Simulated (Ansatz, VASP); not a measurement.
## One calculation of C, two programs

```
C
1.0
     2.46527    0.00000    0.00000
    -1.23263    2.13498    0.00000
     0.00000    0.00000   61.44017
C
8
Direct
  0.00000 0.00000 0.13835
  0.66667 0.33333 0.13835
  0.00000 0.00000 0.47229
  0.33333 0.66667 0.47229
  0.00000 0.00000 0.52771
  0.66667 0.33333 0.52771
  0.33333 0.66667 0.86165
  0.00000 0.00000 0.86165
```

Alike in both runs: functional PBE; dispersion D3(BJ); k mesh 12 × 12 × 1; occupations gaussian, width 0.1 eV; no spin polarisation.

Ansatz relaxed the structure, and its values are those at the end. VASP's run is a single point on that final structure, the one shown.

|  | VASP | Ansatz |
| --- | --- | --- |
| version | VASP 6.6.1 | Ansatz 0.2.0 |
| potentials or method | VASP PAW PBE potentials, release 64 (C) | scalar-relativistic, plane waves, PAW |
| plane-wave cutoff (eV) | 520 | 420 |
| valence electrons in the cell | 32 | 32 |

|  | VASP | Ansatz | Ansatz less VASP |
| --- | --- | --- | --- |
| gap on the k mesh at the Fermi level (eV) | none | none | - |
| rms of the force components (eV/Å) | 0.004 | 0.004 | 0.0000 |

A gap of «none» marks a metal or a gap that the smearing closes. Ansatz warned: «xc_potential_rough_in_thin_density».
